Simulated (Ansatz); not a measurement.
Input of an Ansatz 0.2.0 run:

The input input.yaml:

```yaml
crystal:
  lattice:
    - [0.0, 2.04275, 2.04275]
    - [2.04275, 0.0, 2.04275]
    - [2.04275, 2.04275, 0.0]
  atoms:
    - { symbol: Ag, position: [0.0, 0.0, 0.0], spin: 0.5 }
kpoints:
  mp_grid: { grid: [11, 11, 11] }
scf:
  occupations: { method: fermi_dirac, width: 0.05 }
hamiltonian:
  xc: pbesol
  pseudopotentials: { kind: all_electron, lapw: { basis_error: 0.001 } }
  hubbard:
    sites: [{ species: Ag, l: d, u_eff: 7 }]
    double_counting: fll
    projectors: atomic
magnetization:
  spin_polarized: true
output:
  forces: true
  stress: true
  eigenvalues: true
  hubbard: {}
```

Potentials or basis: all-electron LAPW, scalar-relativistic.

Run with:

```sh
$ ansatz run input.yaml --threads 1 --pin off --max-ram 2560MiB --backend cpu --events-out ev --progress --plain --runs-dir out
```

(1) Predict the absolute moment.

(2) What does it give for the net moment?

## Answers

(1) 0.00 μB per cell.

(2) 0.00 μB per cell.

Caveat: the U is typed as a test and isn't derived for this compound; the starting moments weren't kept.
